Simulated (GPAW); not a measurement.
# Ta (Im-3m) in GPAW: further runs, part 2 of 3

GPAW 26.7.0.

## 3. Band structure, optB88-vdW, spin-orbit coupling, no magnetisation

run.py reads:

```python
import numpy as np
from ase.dft.bandgap import bandgap
from ase.io import write
from ase.spacegroup import crystal
from gpaw import GPAW, PW
from gpaw.spinorbit import soc_eigenstates

# Ta 2a
atoms = crystal(['Ta'],
                basis=[[0.0, 0.0, 0.0]],
                spacegroup=229, setting=1,  # Im-3m
                cellpar=[3.30256, 3.30256, 3.30256, 90.0, 90.0, 90.0],
                primitive_cell=True)

calc = GPAW(mode=PW(600),
            xc={'name': 'optB88-vdW', 'backend': 'libvdwxc'},
            kpts={'size': (11, 11, 11), 'gamma': True},
            occupations={'name': 'fermi-dirac', 'width': 0.05},
            nbands=15,
            convergence={'density': 1e-05, 'energy': 1e-05},
            maxiter=150,
            legacy_gpaw=True,
            txt='gpaw.txt')
atoms.calc = calc
energy = atoms.get_potential_energy()
forces = atoms.get_forces()
calc.write('gs.gpw')
write('result.traj', atoms)
print(f'Energy: {energy:.6f} eV')
print('Forces (eV/A):')
print(forces.round(4))
print('Fermi level:', round(calc.get_fermi_level(), 4), 'eV')
print(f'Gap: {bandgap(calc)[0]:.4f} eV, direct: {bandgap(calc, direct=True)[0]:.4f} eV')

path = atoms.cell.bandpath('GHNGPH,PN', npoints=80, eps=1e-4)
bs_calc = calc.fixed_density(kpts=path, symmetry='off', nbands=23,
                             convergence={'bands': 'CBM+6.0', 'eigenstates': 1e-6}, txt='bands.txt')
bs = bs_calc.band_structure()
bs.write('bs.json')
print(f'Gap on the path: {bandgap(bs_calc)[0]:.4f} eV')

soc = soc_eigenstates(bs_calc, theta=54.7, phi=45)
np.savetxt('soc_bands.dat', soc.eigenvalues(), fmt='%.4f')
mesh = soc_eigenstates('gs.gpw', theta=54.7, phi=45)
np.savetxt('soc_mesh.dat', mesh.eigenvalues(), fmt='%.4f')
print('Fermi level with spin-orbit coupling:', round(mesh.fermi_level, 4), 'eV')
```

Potentials or basis: GPAW PAW data sets (gpaw-data 1.2.1), pw.

On the command line:

```
> OMP_NUM_THREADS=1 python run.py
```

gpaw.txt:

```text
___ ___ ___ _ _ _
 |   |   |_  | | | |
 | | | | | . | | | |
 |__ |  _|___|_____|  26.7.0
 |___|_|

Input parameters:
  convergence: {density: 1e-05,
                energy: 1e-05}
  kpts: {gamma: True,
         size: (11, 11, 11)}
  maxiter: 150
  mode: {ecut: 600.0,
         name: pw}
  nbands: 15
  occupations: {name: fermi-dirac,
                width: 0.05}
  xc: {backend: libvdwxc,
       name: optB88-vdW}

System changes: positions, numbers, cell, pbc, initial_charges, initial_magmoms

Initialize ...

species:
  Ta:
    name:    Tantalum
    Z:       73.0
    valence: 13
    core:    60
    charge:  0.0  # [|e|]
    compensation charges:
      type: gauss
      rc: 0.42  # [Å]
      lmax: 2
    cutoffs:
      filter: 2.36  # [Å]
      core: 3.45  # [Å]
    projectors
    | kind |    occ | energy [eV] | rcut [Å] |
    |------|--------|-------------|----------|
    |   5s |  2.000 |     -72.790 |    1.365 |
    |   6s |  2.000 |      -5.429 |    1.365 |
    |   5p |  6.000 |     -39.427 |    1.349 |
    |   6p |  0.000 |      -1.396 |    1.349 |
    |   5d |  3.000 |      -3.603 |    1.307 |
    |    d |        |      23.609 |    1.307 |

    Using partial waves for Ta as LCAO basis

Reference energy: -424172.441401  # eV

Spin-paired calculation

Convergence criteria:
 Maximum [total energy] change in last 3 cyles: 1e-05 eV / valence electron
 Maximum integral of absolute [dens]ity change: 1e-05 electrons / valence electron
 Maximum integral of absolute [eigenst]ate change: 4e-08 eV^2 / valence electron
 Maximum number of scf [iter]ations: 150
 (Square brackets indicate name in SCF output, whereas a 'c' in
 the SCF output indicates the quantity has converged.)

Symmetries present (total): 48

  ( 1  1  1)  ( 1  1  1)  ( 1  1  1)  ( 1  1  1)  ( 1  1  1)  ( 1  1  1)
  ( 0  0 -1)  ( 0  0 -1)  ( 0 -1  0)  ( 0 -1  0)  (-1  0  0)  (-1  0  0)
  ( 0 -1  0)  (-1  0  0)  ( 0  0 -1)  (-1  0  0)  ( 0  0 -1)  ( 0 -1  0)

  ( 1  0  0)  ( 1  0  0)  ( 1  0  0)  ( 1  0  0)  ( 1  0  0)  ( 1  0  0)
  ( 0  1  0)  ( 0  1  0)  ( 0  0  1)  ( 0  0  1)  (-1 -1 -1)  (-1 -1 -1)
  ( 0  0  1)  (-1 -1 -1)  ( 0  1  0)  (-1 -1 -1)  ( 0  1  0)  ( 0  0  1)

  ( 0  1  0)  ( 0  1  0)  ( 0  1  0)  ( 0  1  0)  ( 0  1  0)  ( 0  1  0)
  ( 1  0  0)  ( 1  0  0)  ( 0  0  1)  ( 0  0  1)  (-1 -1 -1)  (-1 -1 -1)
  ( 0  0  1)  (-1 -1 -1)  ( 1  0  0)  (-1 -1 -1)  ( 1  0  0)  ( 0  0  1)
[... 5 lines left out ...]
  ( 0  0 -1)  ( 0  0 -1)  ( 0  0 -1)  ( 0  0 -1)  ( 0  0 -1)  ( 0  0 -1)
  ( 1  1  1)  ( 1  1  1)  ( 0 -1  0)  ( 0 -1  0)  (-1  0  0)  (-1  0  0)
  ( 0 -1  0)  (-1  0  0)  ( 1  1  1)  (-1  0  0)  ( 1  1  1)  ( 0 -1  0)

  ( 0 -1  0)  ( 0 -1  0)  ( 0 -1  0)  ( 0 -1  0)  ( 0 -1  0)  ( 0 -1  0)
  ( 1  1  1)  ( 1  1  1)  ( 0  0 -1)  ( 0  0 -1)  (-1  0  0)  (-1  0  0)
  ( 0  0 -1)  (-1  0  0)  ( 1  1  1)  (-1  0  0)  ( 1  1  1)  ( 0  0 -1)

  (-1  0  0)  (-1  0  0)  (-1  0  0)  (-1  0  0)  (-1  0  0)  (-1  0  0)
  ( 1  1  1)  ( 1  1  1)  ( 0  0 -1)  ( 0  0 -1)  ( 0 -1  0)  ( 0 -1  0)
  ( 0  0 -1)  ( 0 -1  0)  ( 1  1  1)  ( 0 -1  0)  ( 1  1  1)  ( 0  0 -1)

  (-1 -1 -1)  (-1 -1 -1)  (-1 -1 -1)  (-1 -1 -1)  (-1 -1 -1)  (-1 -1 -1)
  ( 1  0  0)  ( 1  0  0)  ( 0  1  0)  ( 0  1  0)  ( 0  0  1)  ( 0  0  1)
  ( 0  1  0)  ( 0  0  1)  ( 1  0  0)  ( 0  0  1)  ( 1  0  0)  ( 0  1  0)

1331 k-points: 11 x 11 x 11 Monkhorst-Pack grid
56 k-points in the irreducible part of the Brillouin zone
       k-points in crystal coordinates                weights
   0:     0.00000000    0.00000000    0.00000000          1/1331
   1:     0.09090909    0.00000000    0.00000000         12/1331
   2:     0.09090909    0.09090909   -0.09090909          6/1331
   3:     0.18181818    0.00000000   -0.09090909         24/1331
   4:     0.18181818    0.00000000    0.00000000         12/1331
   5:     0.18181818    0.09090909   -0.09090909         24/1331
   6:     0.18181818    0.18181818   -0.18181818          6/1331
   7:     0.27272727   -0.09090909   -0.09090909          8/1331
   8:     0.27272727    0.00000000   -0.09090909         48/1331
   9:     0.27272727    0.00000000    0.00000000         12/1331
          ...
  55:     0.45454545    0.45454545    0.45454545          8/1331

Wave functions: Plane wave expansion
  Cutoff energy: 600.000 eV
  Number of coefficients (min, max): 592, 615
  Pulay-stress correction: 0.000000 eV/Ang^3 (de/decut=0.000000)
  Using FFTW library
  ScaLapack parameters: grid=1x1, blocksize=None
  Wavefunction extrapolation:
    Improved wavefunction reuse through dual PAW basis

Occupation numbers: Fermi-Dirac:
  width: 0.0500  # eV

Eigensolver
   Davidson(niter=2)

Densities:
  Coarse grid: 18*18*18 grid
  Fine grid: 36*36*36 grid
  Total Charge: 0.000000

Density mixing:
  Method: separate
  Backend: msr1
  Linear mixing parameter: 0.05
  old densities: 10
  Width of damping distribution: 1.1
  Damping of long wavelength oscillations: 20

Hamiltonian:
  XC and Coulomb potentials evaluated on a 36*36*36 grid
  Using the optB88 Exchange-Correlation functional
  External potential:
    NoExternalPotential

XC parameters: optB88 with libvdwxc
  Mode: serial
  Semilocal: GGA_X_OPTB88_VDW+LDA_C_PW with 2 nearest neighbor stencil
  Corresponding non-local functional: vdW-DF
  Local blocksize: 36 x 36 x 36
  PAW datasets: PBE

Number of atoms: 1
Number of atomic orbitals: 13
Number of bands in calculation: 15
Number of valence electrons: 13
Bands to converge: occupied

... initialized

Initializing position-dependent things.

Density initialized from atomic densities
Creating initial wave functions:
  13 bands from LCAO basis set
  2 bands from random numbers

       Ta

Atomic positions and initial magnetic moments

Positions:
   0 Ta     0.000000    0.000000    0.000000    ( 0.0000,  0.0000,  0.0000)

Unit cell:
           periodic     x           y           z      points  spacing
  1. axis:    yes   -1.651280    1.651280    1.651280    18     0.1297
  2. axis:    yes    1.651280   -1.651280    1.651280    18     0.1297
  3. axis:    yes    1.651280    1.651280   -1.651280    18     0.1297

  Lengths:   2.860101   2.860101   2.860101
  Angles:  109.471221 109.471221 109.471221

Effective grid spacing dv^(1/3) = 0.1456

iter:   1   -60.978549
iter:   2   -60.965634   -2.09  -1.43
iter:   3   -60.906937   -1.71  -1.45
iter:   4   -60.889893   -3.13  -2.14
iter:   5   -60.893098   -3.80  -2.22
iter:   6   -60.893087   -5.93  -3.45
iter:   7   -60.893088c  -6.02  -3.66
iter:   8   -60.893088c  -8.45c -4.48
iter:   9   -60.893088c  -9.19c -5.27c

Converged after 9 iterations.

Dipole moment: (-0.000000, 0.000000, -0.000000) |e|*Ang

Energy contributions relative to reference atoms: (reference = -424172.441401)

Kinetic:        +13.991492
Potential:      -13.799536
External:        +0.000000
XC:             -60.709642
Entropy (-ST):   -0.007755
Local:           -0.371524
SIC:             +0.000000
--------------------------
Free energy:    -60.896966
Extrapolated:   -60.893088

Non-local optB88 correlation energy: 0.236487
Semilocal GGA_X_OPTB88_VDW+LDA_C_PW energy: -69.912027
(Not including atomic contributions)
Showing only first 2 kpts
 Kpt  Band  Eigenvalues  Occupancy
  0     4      4.00138    2.00000
  0     5     12.41937    0.00000
  0     6     12.41937    0.00000
  0     7     12.41937    0.00000

  1     4      4.36308    2.00000
  1     5     12.19118    0.00030
  1     6     12.34439    0.00001
  1     7     12.77533    0.00000

Fermi level: 11.75039

No gap
No difference between direct/indirect transitions

Forces in eV/Ang:
  0 Ta    0.00000   -0.00000    0.00000

Writing to gs.gpw (mode='')
```

stdout:

```text
Energy: -60.893088 eV
Forces (eV/A):
[[ 0. -0.  0.]]
Fermi level: 11.7504 eV
Gap: 0.0000 eV, direct: 0.0000 eV
Gap on the path: 0.0000 eV
Fermi level with spin-orbit coupling: 11.7502 eV
```

It took 19 s on 1 thread of Arm Neoverse V2, shared host; peak memory 0.24 GiB.

Results:

```
Free energy             : -60.8970 eV
Band gap along the path : none (metal or under the smearing width)
```

Levels at the corners of the path, in eV from the Fermi level:
| point | band 10 | band 11 | band 12 | band 13 | band 14 | band 15 |
| --- | --- | --- | --- | --- | --- | --- |
| Γ | -7.75 | 0.49 | 0.49 | 0.49 | 0.49 | 0.93 |
| H | -3.77 | -3.77 | -3.77 | 6.44 | 6.44 | 6.44 |
| N | -4.31 | -1.58 | -1.58 | 1.79 | 1.79 | 3.75 |
| Γ | -7.75 | 0.49 | 0.49 | 0.49 | 0.49 | 0.93 |
| P | -1.69 | -0.93 | -0.93 | -0.92 | -0.92 | 4.92 |
| H | -3.77 | -3.77 | -3.77 | 6.44 | 6.44 | 6.44 |
| P | -1.69 | -0.93 | -0.93 | -0.92 | -0.92 | 4.92 |
| N | -4.31 | -1.58 | -1.58 | 1.80 | 1.80 | 3.75 |

Caveat: spin-orbit coupling was added after a scalar SCF, so levels and gaps hold it while energy, forces, pressure and moments don't; this program's spin-orbit splittings come out too wide for heavy elements; the PAW data sets were made with another functional, which shifts forces and pressure a little.

## 4. Band structure, r2SCAN, spin-orbit coupling, no magnetisation

run.py: that of step 3 with these lines changed.

```diff
@@ -4,2 +4,3 @@
 from ase.spacegroup import crystal
+from ase.units import GPa
 from gpaw import GPAW, PW
@@ -15,3 +16,3 @@
 calc = GPAW(mode=PW(600),
-            xc={'name': 'optB88-vdW', 'backend': 'libvdwxc'},
+            xc='MGGA_X_R2SCAN+MGGA_C_R2SCAN',
             kpts={'size': (11, 11, 11), 'gamma': True},
@@ -21,3 +22,2 @@
             maxiter=150,
-            legacy_gpaw=True,
             txt='gpaw.txt')
@@ -26,2 +26,3 @@
 forces = atoms.get_forces()
+stress = atoms.get_stress()
 calc.write('gs.gpw')
@@ -31,2 +32,3 @@
 print(forces.round(4))
+print('Stress (GPa):', (stress / GPa).round(3))
 print('Fermi level:', round(calc.get_fermi_level(), 4), 'eV')
@@ -34,3 +36,3 @@
 
-path = atoms.cell.bandpath('GHNGPH,PN', npoints=80, eps=1e-4)
+path = atoms.cell.bandpath('GHNGPH,PN', npoints=60, eps=1e-4)
 bs_calc = calc.fixed_density(kpts=path, symmetry='off', nbands=23,
@@ -41,5 +43,5 @@
 
-soc = soc_eigenstates(bs_calc, theta=54.7, phi=45)
+soc = soc_eigenstates(bs_calc, theta=90, phi=45, ignore_xc_potential=True)
 np.savetxt('soc_bands.dat', soc.eigenvalues(), fmt='%.4f')
-mesh = soc_eigenstates('gs.gpw', theta=54.7, phi=45)
+mesh = soc_eigenstates('gs.gpw', theta=90, phi=45, ignore_xc_potential=True)
 np.savetxt('soc_mesh.dat', mesh.eigenvalues(), fmt='%.4f')
```

Potentials or basis: GPAW PAW data sets (gpaw-data 1.2.1), pw.

On the command line:

```
> OMP_NUM_THREADS=1 python run.py
```

gpaw.txt:

```text
__  _  _
 | _ |_)|_||  |
 |__||  | ||/\| - 26.7.0

Input parameters:
  mode=PW(ecut=600.0),
  convergence={'density': 1e-05, 'energy': 1e-05},
  kpts=MonkhorstPack(size=(11, 11, 11), gamma=True),
  maxiter=150,
  nbands=15,
  occupations=Occupations(name='fermi-dirac', width=0.05),
  xc=XC(name='MGGA_X_R2SCAN+MGGA_C_R2SCAN')

Diagonalizing LCAO Hamiltonian
Converting LCAO to pw mode

       Ta

Atoms  # Å, Bohr magnetons
|   | symbol |        x |        y |        z |    initial magnetic moments |
|---|--------|----------|----------|----------|-----------------------------|
| 0 |     Ta | 0.000000 | 0.000000 | 0.000000 | ( 0.0000,  0.0000,  0.0000) |

Unit cell  # Å
| periodic |         x |         y |         z |  lengths |     angles |
|----------|-----------|-----------|-----------|----------|------------|
|      yes | -1.651280 |  1.651280 |  1.651280 | 2.860101 | 109.471221 |
|      yes |  1.651280 | -1.651280 |  1.651280 | 2.860101 | 109.471221 |
|      yes |  1.651280 |  1.651280 | -1.651280 | 2.860101 | 109.471221 |

[... 178 lines left out ...]
  Coulomb:         -16.083928
  Zero:             -0.278428
  External:          0.000000
  Xc:              -22.922488
  Entropy:          -0.009831
  Spinorbit:         0.000000
  ----------------------------
  Free energy:     -23.160072
  Extrapolated:    -23.155156

dipole moment: (-5.916979, -5.916979, -5.916979)  # |e|*Ang

Fermi level: 11.625
Eigenvalues  # (at kpt = [0.000, 0.000, 0.000])
| band index |      eig [eV] | occ [0-2] |
|------------|---------------|-----------|
|          0 |       -57.180 |     2.000 |
|          1 |       -22.617 |     2.000 |
|          2 |       -22.617 |     2.000 |
|          3 |       -22.617 |     2.000 |
|          4 |         3.410 |     2.000 |
|          5 |        12.489 |     0.000 |
|          6 |        12.489 |     0.000 |
|          7 |        12.489 |     0.000 |
|          8 |        15.951 |     0.000 |
|          9 |        15.951 |     0.000 |
|         10 |        27.305 |     0.000 |
|         11 |        27.305 |     0.000 |
|         12 |        27.305 |     0.000 |
|        ... |               |           |
|         14 |        38.705 |     0.000 |

No gap
No difference between direct/indirect transitions

Forces  # eV/Ang
|        x |        y |       z |
|----------|----------|---------|
| -0.00000 | -0.00000 | 0.00000 |  # Ta   0

Stress tensor  # eV/Ang^3
|         x |         y |         z |
|-----------|-----------|-----------|
| -0.007724 | -0.000000 |  0.000000 |
| -0.000000 | -0.007724 | -0.000000 |
|  0.000000 | -0.000000 | -0.007724 |

# Writing to gs.gpw (mode='')
```

stdout:

```text
Energy: -23.155156 eV
Forces (eV/A):
[[-0. -0.  0.]]
Stress (GPa): [-1.238 -1.238 -1.238 -0.     0.    -0.   ]
Fermi level: 11.6246 eV
Gap: 0.0000 eV, direct: 0.0000 eV
Gap on the path: 0.0000 eV
Fermi level with spin-orbit coupling: 11.6477 eV
```

Wall time 49 s (1 thread of Arm Neoverse V2, shared host); peak memory 0.33 GiB.

What came out:

| Item | Value |
| --- | --- |
| Free energy | -23.1601 eV |
| Pressure | 1.2 GPa |
| Band gap along the path | none (metal or under the smearing width) |

Levels at the corners of the path, in eV from the Fermi level:
```
point  band 8  band 9  band 10  band 11  band 12  band 13  band 14  band 15  band 16  band 17
    Γ  -30.82   -8.24    -8.24     0.66     0.66     0.66     0.66     1.11     1.11     4.33
    H  -31.93   -3.93    -3.93    -3.93    -3.93     6.84     6.84     6.84     6.84     7.37
    N  -31.05   -4.52    -4.52    -1.57    -1.57     1.57     1.57     4.15     4.15     5.22
    Γ  -30.82   -8.24    -8.24     0.66     0.66     0.66     0.66     1.11     1.11     4.33
    P  -31.64   -1.84    -1.84    -1.04    -1.04    -1.04    -1.04     5.40     5.40     5.40
    H  -31.93   -3.93    -3.93    -3.93    -3.93     6.84     6.84     6.84     6.84     7.37
    P  -31.64   -1.84    -1.84    -1.04    -1.04    -1.04    -1.04     5.40     5.40     5.40
    N  -31.05   -4.52    -4.52    -1.57    -1.57     1.57     1.57     4.15     4.15     5.22
```

Caveat: spin-orbit coupling was added after a scalar SCF, so levels and gaps hold it while energy, forces, pressure and moments don't; this program's spin-orbit splittings come out too wide for heavy elements; the PAW data sets were made with another functional, which shifts forces and pressure a little.

(Continued in part 3 of 3.)
